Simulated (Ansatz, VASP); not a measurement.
HgTe (Coloradoite) in VASP and in Ansatz

Contents of INCAR:

```
SYSTEM = HgTe
PREC = Accurate
ENCUT = 520
EDIFF = 1E-7
ISMEAR = 0
SIGMA = 0.027000000000000003
LREAL = .FALSE.
LASPH = .TRUE.
NELM = 80
ALGO = Fast
ISIF = 2
LWAVE = .FALSE.
LCHARG = .FALSE.
GGA = PE
NBANDS = 16
```

The input KPOINTS:

```
regular mesh
0
G
  7 7 7
  0 0 0
```

Contents of POSCAR:

```
HgTe
1.0
    0.0000000000      3.2145000000      3.2145000000
    3.2145000000      0.0000000000      3.2145000000
    3.2145000000      3.2145000000      0.0000000000
Hg Te
1 1
Direct
    0.0000000000      0.0000000000      0.0000000000
    0.7500000000      0.7500000000      0.7500000000
```

The input input.yaml:

```yaml
crystal:
  lattice:
    - [0.0, 3.2145, 3.2145]
    - [3.2145, 0.0, 3.2145]
    - [3.2145, 3.2145, 0.0]
  atoms:
    - { symbol: Hg, position: [0.0, 0.0, 0.0] }
    - { symbol: Te, position: [0.75, 0.75, 0.75] }
hamiltonian:
  xc: pbe
  pseudopotentials: { kind: paw }
kpoints:
  mp_grid: { grid: [7, 7, 7] }
scf:
  occupations: { method: gaussian, width: 0.027 }
output:
  forces: true
  stress: true
  eigenvalues: true
  write_density: true
  write_potential: true
  elf: true
  volumetric_format: npy
```

Alike in both runs: task single point; functional PBE; k mesh 7 × 7 × 7; occupations gaussian, width 0.027 eV; no spin polarisation.

|  | VASP | Ansatz |
| --- | --- | --- |
| version | VASP 6.6.1 | Ansatz 0.2.0 |
| potentials or method | VASP PAW PBE potentials, release 64 (Hg, Te) | Ansatz PAW |
| plane-wave cutoff (eV) | 520 | 420 |
| valence electrons in the cell | 18 | 36 |

```csv
,VASP,Ansatz,Ansatz less VASP
gap on the k mesh at the Fermi level (eV),none,none,-
pressure (GPa),4.6,4.6,-0.08
```

A gap of «none» marks a metal or a gap that the smearing closes. With one functional, cell and mesh, what is left measures potentials, basis and numerics. The two sets of potentials don't hold the same shells in valence.

Spin-orbit coupling is left out, which matters for the levels of Hg, Te.
